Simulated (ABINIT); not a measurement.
# GaAs (F-43m) in ABINIT: a series of runs

One crystal, GaAs, is run at these levels: LDA, PBE; tasks: relaxation of cell and atoms, single point.

All numbers are computed with ABINIT 10.8.3 (patched build); they aren't measurements. Logs are shortened: lines on timing, memory, paths and dates and some standing lists are left out, and cuts for length are marked. The log counts tension as positive stress, the text compression.

**The experiment to reproduce.**

From “Evidence of valence band perturbations in GaAsN/GaAs(001): A combined variable-angle spectroscopic ellipsometry and modulated photoreflectance investigation”, 2008, arxiv:0805.2212, for a bulk crystal of GaAs at 300 K: band gap 1.412 ± 0.01 eV (direct).

How close the calculation comes is told below.

### 1 Starting point

It takes space group F-43m (No. 216, cubic). The conventional cell has a = 5.654 Å, b = 5.654 Å, c = 5.654 Å, α = 90.00°, β = 90.00°, γ = 90.00°. Around As (site symmetry -43m) lie 4 Ga at 2.45 Å. Around Ga (site symmetry -43m) lie 4 As at 2.45 Å.

### 2 Relaxation of cell and atoms, LDA

run.abi

```
# Pseudopotentials
pp_dirpath "./"
pseudos "As.upf, Ga.upf"

# Structure
acell 3.9977696088 3.9977696088 3.9977696088 Angstrom
rprim
     0.0000000000     0.7071067812     0.7071067812
     0.7071067812     0.0000000000     0.7071067812
     0.7071067812     0.7071067812     0.0000000000
ntypat 2
znucl 33 31
natom 2
typat 1 2
chkprim 0
chksymtnons 0
tolsym 1.0e-6
xred
            3/4            3/4            3/4
            0.0            0.0            0.0

# Plane-wave basis
ecut 36.0
ecutsm 0.5

# k points
kptopt 1
ngkpt 6 6 6
nshiftk 1
shiftk 0.0 0.0 0.0

# Exchange and correlation
ixc 7

# Bands and occupations
nband 18
occopt 3
tsmear 0.05 eV

# SCF cycle
nstep 80
tolvrs 1.0e-12

# Output
iomode 3
prteig 0
prtebands 0
prtwf 0
prtden 0

# Relaxation
ionmov 22
optcell 2
ntime 50
tolmxf 2.0e-5
dilatmx 1.08
```

Potentials or basis: PseudoDojo NC SR LDA v0.4.1 standard.

Launch:

```bash
$ abinit run.abi > log 2>&1
```

run.abo:

```text
.Version 10.8.3 of ABINIT
 Symmetries : space group F-4 3 m (#216); Bravais cF (face-center cubic)
================================================================================
 Values of the parameters that define the memory need of the present run
     intxc =       0    ionmov =      22      iscf =       7    lmnmax =       6
     lnmax =       6     mgfft =      48  mpssoang =       3    mqgrid =    3001
     natom =       2  nloc_mem =       1    nspden =       1   nspinor =       1
    nsppol =       1      nsym =      24    n1xccc =    2501    ntypat =       2
    occopt =       3   xclevel =       1
       mpw =        3984          nfft =      110592          nkpt =          16
================================================================================
================================================================================

--------------------------------------------------------------------------------
------------- Echo of variables that govern the present computation ------------
--------------------------------------------------------------------------------
 -outvars: echo values of preprocessed input variables --------
            acell      7.5546896751E+00  7.5546896751E+00  7.5546896751E+00 Bohr
              amu      7.49215900E+01  6.97230000E+01
          chkprim           0
      chksymtnons           0
          dilatmx      1.08000000E+00
             ecut      3.60000000E+01 Hartree
           ecutsm      5.00000000E-01 Hartree
           ionmov          22
              ixc           7
         kptrlatt        6    0    0      0    6    0      0    0    6
          kptrlen      4.53281381E+01
            natom           2
            nband          18
            ngfft          48      48      48
             nkpt          16
            nstep          80
             nsym          24
            ntime          50
           ntypat           2
           occopt           3
          optcell           2
           prtden           0
        prtebands           0
           prteig           0
            prtwf           0
            rprim      0.0000000000E+00  7.0710678120E-01  7.0710678120E-01
                       7.0710678120E-01  0.0000000000E+00  7.0710678120E-01
                       7.0710678120E-01  7.0710678120E-01  0.0000000000E+00
          spgroup         216
           tolmxf      2.00000000E-05
           tolsym      1.00000000E-06
           tolvrs      1.00000000E-12
           tsmear      1.83746611E-03 Hartree
            typat      1  2
           xangst      4.2402750001E+00  4.2402750001E+00  4.2402750001E+00
                       0.0000000000E+00  0.0000000000E+00  0.0000000000E+00
            xcart      8.0129584487E+00  8.0129584487E+00  8.0129584487E+00
                       0.0000000000E+00  0.0000000000E+00  0.0000000000E+00
             xred      7.5000000000E-01  7.5000000000E-01  7.5000000000E-01
                       0.0000000000E+00  0.0000000000E+00  0.0000000000E+00
            znucl       33.00000   31.00000

[... 940 lines left out ...]

 ----iterations are completed or convergence reached----

 Mean square residual over all n,k,spin=   55.244E-15; max=  15.894E-12
 reduced coordinates (array xred) for    2 atoms
       0.750000000000      0.750000000000      0.750000000000
      -0.000000000000      0.000000000000      0.000000000000
 rms dE/dt=  5.4400E-30; max dE/dt=  8.4145E-30; dE/dt below (all hartree)
    1      -0.000000000000      0.000000000000      0.000000000000
    2      -0.000000000000     -0.000000000000      0.000000000000

 cartesian coordinates (angstrom) at end:
    1      4.20030642856709     4.20030642856709     4.20030642856709
    2      0.00000000000000    -0.00000000000000    -0.00000000000000

 cartesian forces (hartree/bohr) at end:
    1     -0.00000000000000     0.00000000000000     0.00000000000000
    2      0.00000000000000    -0.00000000000000    -0.00000000000000
 frms,max,avg= 6.3959957E-31 9.9384943E-31   0.000E+00  0.000E+00  0.000E+00 h/b

 cartesian forces (eV/Angstrom) at end:
    1     -0.00000000000000     0.00000000000000     0.00000000000000
    2      0.00000000000000    -0.00000000000000    -0.00000000000000
 frms,max,avg= 3.2889532E-29 5.1105792E-29   0.000E+00  0.000E+00  0.000E+00 e/A
 length scales=  7.483479634728  7.483479634728  7.483479634728 bohr
              =  3.960086878268  3.960086878268  3.960086878268 angstroms
 Fermi (or HOMO) energy (hartree) =   0.15956   Average Vxc (hartree)=  -0.38610
 Eigenvalues (hartree) for nkpt=  16  k points:
 kpt#   1, nband= 18, wtk=  0.00463, kpt=  0.0000  0.0000  0.0000 (reduced coord)
  -1.15030   -1.15030   -1.15030   -1.14985   -1.14985   -0.40071   -0.40071   -0.40071
  -0.39757   -0.39757   -0.32796    0.14954    0.14954    0.14954    0.16755    0.28537
   0.28537    0.28537
      occupation numbers for kpt#   1
   2.00000    2.00000    2.00000    2.00000    2.00000    2.00000    2.00000    2.00000
   2.00000    2.00000    2.00000    1.99149    1.99149    1.99149    0.02556    0.00000
   0.00000    0.00000
 prteigrs : prtvol=0 or 1, do not print more k-points.

--- !EnergyTerms
iteration_state     : {dtset: 1, itime: 9, icycle: 1, }
comment             : Components of total free energy in Hartree
kinetic             :  1.38580923488267E+02
hartree             :  5.67630426453943E+01
xc                  : -4.39718292274203E+01
Ewald energy        : -1.00120143134936E+02
psp_core            :  4.97313600824325E+00
local_psp           : -1.49741194835605E+02
non_local_psp       : -8.88425909452389E+01
internal            : -1.82358656001295E+02
'-kT*entropy'       : -2.57474045848882E-06
total_energy        : -1.82358658576036E+02
total_energy_eV     : -4.96223189381149E+03
band_energy         : -1.58939546216115E+01
...

 Cartesian components of stress tensor (hartree/bohr^3)
  sigma(1 1)=  2.99192899E-08  sigma(3 2)=  0.00000000E+00
  sigma(2 2)=  2.99192899E-08  sigma(3 1)=  0.00000000E+00
  sigma(3 3)=  2.99192899E-08  sigma(2 1)=  0.00000000E+00

-Cartesian components of stress tensor (GPa)         [Pressure= -8.8026E-04 GPa]
- sigma(1 1)=  8.80255900E-04  sigma(3 2)=  0.00000000E+00
- sigma(2 2)=  8.80255901E-04  sigma(3 1)=  0.00000000E+00
- sigma(3 3)=  8.80255900E-04  sigma(2 1)=  0.00000000E+00

== END DATASET(S) ==============================================================
================================================================================

 -outvars: echo values of variables after computation  --------
            acell      7.4834796347E+00  7.4834796347E+00  7.4834796347E+00 Bohr
           etotal     -1.8235865858E+02
            fcart     -9.9384942606E-31  1.9876988521E-31  4.4723224173E-31
                       9.9384942606E-31 -1.9876988521E-31 -4.4723224173E-31
            rprim      0.0000000000E+00  7.0710678119E-01  7.0710678119E-01
                       7.0710678119E-01  0.0000000000E+00  7.0710678119E-01
                       7.0710678119E-01  7.0710678119E-01  0.0000000000E+00
           strten      2.9919289928E-08  2.9919289938E-08  2.9919289931E-08
                       0.0000000000E+00  0.0000000000E+00  0.0000000000E+00
           xangst      4.2003064286E+00  4.2003064286E+00  4.2003064286E+00
                       8.1190553791E-29 -1.9101481967E-29 -4.6518318575E-29
             xred      7.5000000000E-01  7.5000000000E-01  7.5000000000E-01
                      -2.6214222134E-29  9.6017489613E-30  1.9392761977E-29
 Calculation completed.
```

It took 4.8 min on 1 thread of Arm Neoverse V2, shared host; peak memory 0.1 GiB.

Results:

| Property | Result |
| --- | --- |
| Free energy | -4962.2319 eV |
| Band gap on the k mesh | 0.49 eV, direct |

Caveat: the cutoff is too short for stress, so the log's stress isn't used. A k mesh can miss the band edges.

### 3 Single point, LDA (cell relaxed)

run.abi

```
# Pseudopotentials
pp_dirpath "./"
pseudos "As.upf, Ga.upf"

# Structure
acell 7.4834796411 7.4834796411 7.4834796411
rprim
     0.0000000000     0.7071067812     0.7071067812
     0.7071067812     0.0000000000     0.7071067812
     0.7071067812     0.7071067812     0.0000000000
ntypat 2
znucl 33 31
natom 2
typat 1 2
xred
     0.7500000000     0.7500000000     0.7500000000
     0.0000000000     0.0000000000     0.0000000000
chkprim 0
chksymtnons 0
tolsym 1.0e-6

# Plane-wave basis
ecut 36.0

# k points
kptopt 1
ngkpt 6 6 6
nshiftk 1
shiftk 0.0 0.0 0.0

# Exchange and correlation
ixc 7

# Bands and occupations
nband 18
occopt 3
tsmear 0.05 eV

# SCF cycle
nstep 100
tolvrs 1.0e-10

# Output
iomode 3
prtwf 0
prteig 0
prtebands 0
enunit 1
prtden 1
prtvha 1
prtvclmb 1
prtpot 1
prtelf 1
```

Potentials or basis: PseudoDojo NC SR LDA v0.4.1 standard.

Launch:

```bash
$ abinit run.abi > log 2>&1
```

run.abo:

```text
.Version 10.8.3 of ABINIT
 Symmetries : space group F-4 3 m (#216); Bravais cF (face-center cubic)
================================================================================
 Values of the parameters that define the memory need of the present run
     intxc =       0    ionmov =       0      iscf =       7    lmnmax =       6
     lnmax =       6     mgfft =      45  mpssoang =       3    mqgrid =    3001
     natom =       2  nloc_mem =       1    nspden =       1   nspinor =       1
    nsppol =       1      nsym =      24    n1xccc =    2501    ntypat =       2
    occopt =       3   xclevel =       1
       mpw =        3076          nfft =       91125          nkpt =          16
================================================================================
================================================================================

--------------------------------------------------------------------------------
------------- Echo of variables that govern the present computation ------------
--------------------------------------------------------------------------------
 -outvars: echo values of preprocessed input variables --------
            acell      7.4834796411E+00  7.4834796411E+00  7.4834796411E+00 Bohr
              amu      7.49215900E+01  6.97230000E+01
          chkprim           0
      chksymtnons           0
             ecut      3.60000000E+01 Hartree
           enunit           1
              ixc           7
         kptrlatt        6    0    0      0    6    0      0    0    6
          kptrlen      4.49008778E+01
            natom           2
            nband          18
            ngfft          45      45      45
             nkpt          16
            nstep         100
             nsym          24
           ntypat           2
           occopt           3
        prtebands           0
           prteig           0
           prtelf           1
           prtpot           1
         prtvclmb           1
           prtvha           1
            prtwf           0
            rprim      0.0000000000E+00  7.0710678120E-01  7.0710678120E-01
                       7.0710678120E-01  0.0000000000E+00  7.0710678120E-01
                       7.0710678120E-01  7.0710678120E-01  0.0000000000E+00
          spgroup         216
           tolsym      1.00000000E-06
           tolvrs      1.00000000E-10
           tsmear      1.83746611E-03 Hartree
            typat      1  2
[... 135 lines left out ...]
    2       0.000000000000      0.000000000000     -0.000000000000

 cartesian coordinates (angstrom) at end:
    1      4.20030643222333     4.20030643222333     4.20030643222333
    2      0.00000000000000     0.00000000000000     0.00000000000000

 cartesian forces (hartree/bohr) at end:
    1     -0.00000000000000    -0.00000000000000     0.00000000000000
    2      0.00000000000000     0.00000000000000    -0.00000000000000
 frms,max,avg= 1.6350761E-30 2.5840085E-30   0.000E+00  0.000E+00  0.000E+00 h/b

 cartesian forces (eV/Angstrom) at end:
    1     -0.00000000000000    -0.00000000000000     0.00000000000000
    2      0.00000000000000     0.00000000000000    -0.00000000000000
 frms,max,avg= 8.4078995E-29 1.3287506E-28   0.000E+00  0.000E+00  0.000E+00 e/A
 length scales=  7.483479641100  7.483479641100  7.483479641100 bohr
              =  3.960086881640  3.960086881640  3.960086881640 angstroms
 Fermi (or HOMO) energy (eV) =   4.34184   Average Vxc (eV)= -10.50637
 Eigenvalues (   eV  ) for nkpt=  16  k points:
 kpt#   1, nband= 18, wtk=  0.00463, kpt=  0.0000  0.0000  0.0000 (reduced coord)
 -31.30086  -31.30086  -31.30086  -31.28991  -31.28991  -10.90413  -10.90413  -10.90413
 -10.81892  -10.81892   -8.92422    4.06904    4.06904    4.06904    4.55922    7.76447
   7.76447    7.76447
 prteigrs : prtvol=0 or 1, do not print more k-points.

--- !EnergyTerms
iteration_state     : {dtset: 1, }
comment             : Components of total free energy in Hartree
kinetic             :  1.38583605635288E+02
hartree             :  5.67641382030523E+01
xc                  : -4.39722175427265E+01
Ewald energy        : -1.00120143047785E+02
psp_core            :  4.97313599525635E+00
local_psp           : -1.49742951971483E+02
non_local_psp       : -8.88446551944333E+01
internal            : -1.82359087922831E+02
'-kT*entropy'       : -2.57333976079463E-06
total_energy        : -1.82359090496171E+02
total_energy_eV     : -4.96224364695710E+03
band_energy         : -1.58931273003436E+01
...

 Cartesian components of stress tensor (hartree/bohr^3)
  sigma(1 1)=  1.46587070E-04  sigma(3 2)=  0.00000000E+00
  sigma(2 2)=  1.46587070E-04  sigma(3 1)=  0.00000000E+00
  sigma(3 3)=  1.46587070E-04  sigma(2 1)=  0.00000000E+00

-Cartesian components of stress tensor (GPa)         [Pressure= -4.3127E+00 GPa]
- sigma(1 1)=  4.31274049E+00  sigma(3 2)=  0.00000000E+00
- sigma(2 2)=  4.31274049E+00  sigma(3 1)=  0.00000000E+00
- sigma(3 3)=  4.31274049E+00  sigma(2 1)=  0.00000000E+00

== END DATASET(S) ==============================================================
================================================================================

 -outvars: echo values of variables after computation  --------
            acell      7.4834796411E+00  7.4834796411E+00  7.4834796411E+00 Bohr
           etotal     -1.8235909050E+02
            fcart     -9.9384942520E-31 -5.9630965512E-31  2.5840085055E-30
                       9.9384942520E-31  5.9630965512E-31 -2.5840085055E-30
            rprim      0.0000000000E+00  7.0710678120E-01  7.0710678120E-01
                       7.0710678120E-01  0.0000000000E+00  7.0710678120E-01
                       7.0710678120E-01  7.0710678120E-01  0.0000000000E+00
           strten      1.4658706967E-04  1.4658706967E-04  1.4658706967E-04
                       0.0000000000E+00  0.0000000000E+00  0.0000000000E+00
           xangst      4.2003064322E+00  4.2003064322E+00  4.2003064322E+00
                       0.0000000000E+00  0.0000000000E+00  0.0000000000E+00
             xred      7.5000000000E-01  7.5000000000E-01  7.5000000000E-01
                       0.0000000000E+00  0.0000000000E+00  0.0000000000E+00
 Calculation completed.
```

Run time: 33 s. Hardware: 1 thread of Arm Neoverse V2, shared host; peak memory 0.08 GiB.

What came out:

| Item | Value |
| --- | --- |
| Free energy | -4962.2436 eV |
| Band gap on the k mesh | 0.49 eV, direct |
| Valence electrons inside the program's atomic spheres | As 12.42; Ga 10.84 |

Levels at points of the mesh, in eV from the valence-band top:
```
           k point  band 10  band 11  band 12  band 13  band 14  band 15  band 16  band 17  band 18
(0.00, 0.00, 0.00)   -14.89   -12.99     0.00     0.00     0.00     0.49     3.70     3.70     3.70
(0.50, 0.00, 0.00)   -14.88   -11.15    -6.85    -1.19    -1.19     0.92     4.61     4.61     7.61
(0.50, 0.50, 0.00)   -14.87   -10.37    -7.01    -2.79    -2.79     1.30     1.54    10.27    10.27
```

Caveat: the cutoff is too short for stress, so the log's stress isn't used. A k mesh can miss the band edges.

### 4 Single point, PBE

run.abi

```
pp_dirpath "./"
pseudos "As.upf, Ga.upf"

acell 3*1.0 Angstrom
rprim
     0.0000000000     2.8268500000     2.8268500000
     2.8268500000     0.0000000000     2.8268500000
     2.8268500000     2.8268500000     0.0000000000
ntypat 2
znucl 33 31
natom 2
typat 1 2
xred
     0.7500000000     0.7500000000     0.7500000000
     0.0000000000     0.0000000000     0.0000000000

ecut 1034.032677 eV

kptopt 1
ngkpt 6 6 6
nshiftk 1
shiftk 0.0 0.0 0.0

ixc 11

nband 18
occopt 3
tsmear 0.05 eV

nstep 100
tolvrs 1.0e-10

iomode 3
prtwf 0
prtden 0
prteig 0
prtebands 0
enunit 1
```

Potentials or basis: PseudoDojo NC SR PBE v0.4.1 standard.

Launch:

```bash
$ abinit run.abi > log 2>&1
```

Run time: 39 s. Hardware: 1 thread of Arm Neoverse V2, shared host; peak memory 0.09 GiB.

It converged, with:

```yaml
Free_energy: -4967.8000 eV
Band_gap_on_the_k_mesh: 0.51 eV, direct
Valence_electrons_inside_the_program's_atomic_spheres: As 12.37; Ga 10.82
```

Levels at points of the mesh, in eV from the valence-band top:
```csv
k point,band 11,band 12,band 13,band 14,band 15,band 16,band 17,band 18
"(0.00, 0.00, 0.00)",-12.73,0.00,0.00,0.00,0.51,3.74,3.74,3.74
"(0.50, 0.00, 0.00)",-10.97,-6.64,-1.14,-1.14,1.00,4.64,4.64,7.77
"(0.50, 0.50, 0.00)",-10.23,-6.81,-2.68,-2.68,1.47,1.66,10.17,10.17
```

Caveat: the cutoff is too short for stress, so the log's stress isn't used.

### 5 Overview

| task | level | potentials or basis | cell | cutoff (eV) | cell freedom (optcell) | optimiser (ionmov) | cutoff smearing ecutsm (Ha) | force stop (Ha/bohr) | gap on the mesh (eV) |
| --- | --- | --- | --- | --- | --- | --- | --- | --- | --- |
| relaxation of cell and atoms | LDA | PseudoDojo NC SR LDA v0.4.1 standard | relaxed | 980 | 2 | 22 | 0.5 | 2e-05 | 0.49 |
| single point | LDA | PseudoDojo NC SR LDA v0.4.1 standard | cell relaxed | 980 | - | - | - | - | 0.49 |
| single point | PBE | PseudoDojo NC SR PBE v0.4.1 standard | as given | 1034 | - | - | - | - | 0.51 |

Alike in all rows: no spin polarisation; k mesh 6 × 6 × 6; smearing fermi-dirac 0.05 eV.

Total energies depend on the potentials used, so only differences within one code and one set of settings carry meaning.

### 6 Against experiment

Step 4. A measured gap of GaAs is 1.412 eV (direct; 300 K; “Evidence of valence band perturbations in GaAsN/GaAs(001): A combined variable-angle spectroscopic ellipsometry and modulated photoreflectance investigation”, 2008, arxiv:0805.2212); the calculated 0.51 eV misses it by -0.90 eV. 3 values of this kind are on record (1.412 to 1.51 eV); this one was drawn at random among those near their median, those with a stated uncertainty first. Spin-orbit coupling on As, Ga is left out. The value is that of PBE on a finite k mesh, which can miss the band edges, without temperature or zero-point motion. Semilocal functionals fall short of measured gaps as a rule.
